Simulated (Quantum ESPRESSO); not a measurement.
Runs of Quantum ESPRESSO 7.5 on C. It takes space group Fd-3m (No. 227, cubic). Conventional cell: a = 3.567 Å, b = 3.567 Å, c = 3.567 Å, α = 90.00°, β = 90.00°, γ = 90.00°. C (site symmetry -43m) is surrounded by 4 C at 1.54 Å. This isn't the form of C at room conditions, which is graphite.

| level | k mesh | symmetry | SCF threshold | form of the LDA correlation | gap on the mesh (eV) | pressure (GPa) |
| --- | --- | --- | --- | --- | --- | --- |
| r2SCAN | 10 × 10 × 10 | off | 1e-08 Ry | - | 4.30 | (a) |
| revPBE | 13 × 13 × 13 | - | 4e-10 Ry | - | 4.24 | 1.4 |
| EV93PW91 | 13 × 13 × 13 | - | 4e-10 Ry | - | (b) | 9.7 |
| SCAN | 10 × 10 × 10 | off | 1e-08 Ry | - | 4.51 | -4.1 |
| RPBE | 13 × 13 × 13 | - | 4e-10 Ry | - | (c) | 1.9 |
| LDA | 13 × 13 × 13 | - | 4e-10 Ry | PZ81 | 3.94 | -2.2 |
| PBEsol | 13 × 13 × 13 | - | 4e-10 Ry | - | 4.00 | -2.7 |
| TPSS | 10 × 10 × 10 | off | 1e-08 Ry | - | 4.29 | 1.8 |
| AM05 | 13 × 13 × 13 | - | 4e-10 Ry | - | 3.99 | -3.2 |

Alike in all rows: task band structure; potentials or basis SG15 PBE 1.2; no spin polarisation; cell as given; cutoff (eV) 1197; smearing fermi-dirac 0.05 eV.

Task: Estimate the missing entries.

Result: (a) -2.4; (b) 4.58; (c) 4.26.

Caveats: the potentials were made for another functional, which shifts forces and pressure; the potentials were made for a functional far from this one (some runs).

A k mesh can miss the band edges.

Runs at the PBE level aren't shown here.
